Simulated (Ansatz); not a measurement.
**AlN: a line through a two-coordinate scan**

How does the energy of AlN (P6_3/mmc, No. 194; 4 atoms in the cell) vary with volume per atom, at c/a of the conventional cell = 1.195?

Method: DFT PBEsol, scalar-relativistic, plane waves, PAW, in Ansatz 0.2.0.

72 further runs of the same task are left out: 72 set aside as unsound or not needed.

**1. The starting structure**

It takes space group P6_3/mmc (No. 194, hexagonal). Conventional cell: a = 3.301 Å, b = 3.301 Å, c = 4.140 Å, α = 90.00°, β = 90.00°, γ = 120.00°. Al (site symmetry -6m2) has 5 N at 1.91 to 2.07 Å as nearest neighbours. N (site symmetry -6m2) has 5 Al at 1.91 to 2.07 Å as nearest neighbours.

Structure file:

```xyz
4
Lattice="3.3014 0.0000 0.0000 -1.6507 2.8591 0.0000 0.0000 0.0000 4.1400" Properties=species:S:1:pos:R:3 pbc="T T T"
Al    0.0000    1.9061    3.1050
Al    1.6507    0.9530    1.0350
N     0.0000    1.9061    1.0350
N     1.6507    0.9530    3.1050
```

It goes back to an entry of the Materials Project, which need not be the stable form.

It is the result of an earlier relaxation at this level (volume 9.77 Å³/atom; gap on the mesh: 3.33 eV).

**2. Plan of the line**

The energy is mapped over volume and the cell's shape.

The axes are (1) volume per atom: 11 values from 8.597 to 10.942 Å³; (2) c/a of the conventional cell: 11 values from 1.157 to 1.359.

Nothing else is relaxed (symmetry fixes all fractional coordinates). Energies count from the relaxed crystal. Points are written as (first, second).

**3. Point (8.597 Å³, 1.195)**

File input.yaml:

```yaml
crystal:
  lattice:
    - [3.2148250719, 0.0, 0.0]
    - [-1.607412536, 2.7841201809, 0.0]
    - [0.0, 0.0, 3.8420374434]
  atoms:
    - { symbol: Al, position: [0.3333333333, 0.6666666667, 0.75] }
    - { symbol: Al, position: [0.6666666667, 0.3333333333, 0.25] }
    - { symbol: "N", position: [0.3333333333, 0.6666666667, 0.25] }
    - { symbol: "N", position: [0.6666666667, 0.3333333333, 0.75] }
basis:
  ecutwfc: 520.0
kpoints:
  mp_grid: { grid: [9, 9, 6] }
hamiltonian:
  xc: pbesol
  pseudopotentials: { kind: paw, azcp: { folder: soft_1 } }
scf:
  occupations: { method: gaussian, width: 0.05 }
output:
  forces: true
  stress: true
  eigenvalues: true
```

Run with:

```
$ ansatz run input.yaml --threads 1 --pin off --max-ram 2048MiB --backend cpu --events-out ev --progress --plain --runs-dir out
```

The session goes on with these runs: the other points of the line.

Q: Predict the outcome of this session. Wanted: for each run, volume per atom; energy; slope; pressure.

As calculated:

| volume per atom (Å³) | step | energy (meV/atom) | slope (meV/atom per Å³) | pressure (GPa) | band gap on the k-mesh (eV) |
| --- | --- | --- | --- | --- | --- |
| 8.597 | 3 | 125 | −219 | 35.0 | 4.28 |
| 8.832 | 4 | 80 | −163 | 26.2 | 4.11 |
| 9.066 | – | 47 | −115 | 18.4 | 3.95 |
| 9.301 | 5 | 26 | −71 | 11.4 | 3.78 |
| 9.535 | 6 | 14 | −33 | 5.2 | 3.62 |
| 9.770 | 7 | 10 | 2 | −0.2 | 3.46 |
| 10.004 | 8 | 14 | 32 | −5.1 | 3.30 |
| 10.239 | 9 | 25 | 59 | −9.4 | 3.14 |
| 10.473 | – | 41 | 83 | −13.3 | 2.99 |
| 10.708 | 10 | 63 | 104 | −16.7 | 2.84 |
| 10.942 | 11 | 90 | 123 | −19.7 | 2.69 |

Energies count from the relaxed crystal. Rows without a step come from runs not printed here or follow by symmetry. Slopes come from the forces (and the stress, where the cell changes), not from differences of energies.

In words: The lowest point of the line is at 9.770 Å³, 10 meV/atom from the zero. Energies and slopes round the minimum, fitted together, put the minimum at 9.7589 Å³, with a curvature of about 140 meV/atom per (Å³)². V·d²E/dV² there is about 220 GPa, a bulk modulus under this line's constraint. The highest point computed, at 8.597 Å³, lies 115 meV/atom above the lowest. This is one cut through a surface in two coordinates; the map's lowest point lies off it.

These are semilocal Kohn-Sham gaps, which aren't the measured quantity. Such gaps usually fall short of the measured ones.
